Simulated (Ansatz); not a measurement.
Y: relaxation of cell and atoms

Method: Ansatz 0.2.0, DFT, PBE, PAW with Ansatz's default frozen-core files, scalar-relativistic.

Command: `ansatz run input.yaml --threads 1 --pin off --max-ram 2048MiB --backend cpu --events-out ev --progress --plain --runs-dir out` The run took about 3 s on 1 thread of a shared machine.

```yaml
crystal:
  lattice:
    - [3.2195088072, 0.0, 0.0]
    - [0.0, 3.2195088072, 0.0]
    - [0.0, 0.0, 3.2195088072]
  atoms:
    - { symbol: "Y", position: [0.0, 0.0, 0.0] }
kpoints:
  mp_grid: { grid: [11, 11, 11] }
scf:
  occupations: { method: fermi_dirac, width: 0.08 }
hamiltonian:
  xc: pbe
  pseudopotentials: { kind: paw }
output:
  forces: true
  stress: true
relax:
  f_tol: 0.005
  max_steps: 80
  cell: {}
```

Spin polarisation is left out, and whether a magnetic state lies lower isn't shown here.

The cell is built from the sc type as a first guess.

The cutoff is 420 eV; energies and pressures of the walk include the program's estimate of the Pulay term.

Each frame lists the cell vectors (Å), then Cartesian positions (Å); symmetry keeps all forces zero. Free energies count from the first step, -3847.8939 eV.

The walk took 4 evaluations in all; steps that aren't listed are left out.

Step 1: E = 0.0 meV, P = 1.25 GPa

```
cell 3.2195 0.0000 0.0000 0.0000 3.2195 0.0000 0.0000 0.0000 3.2195
Y     0.0000    0.0000    0.0000
```

Step 2: E = -5.3 meV, P = 0.26 GPa

```
cell 3.2558 0.0000 0.0000 0.0000 3.2558 0.0000 0.0000 0.0000 3.2558
Y     0.0000    0.0000    0.0000
```

Question: How does the relaxation end?

Answer: It converges, with a = 3.266 Å, b = 3.266 Å, c = 3.266 Å, α = 90.00°, β = 90.00°, γ = 90.00° (conventional cell, space group Pm-3m). The last solve (on a basis chosen afresh for the final cell, so its energy is not quite comparable) gives E = -5.6 meV, P = 0.01 GPa:
```
cell 3.2658 0.0000 0.0000 0.0000 3.2658 0.0000 0.0000 0.0000 3.2658
Y     0.0000    0.0000    0.0000
```
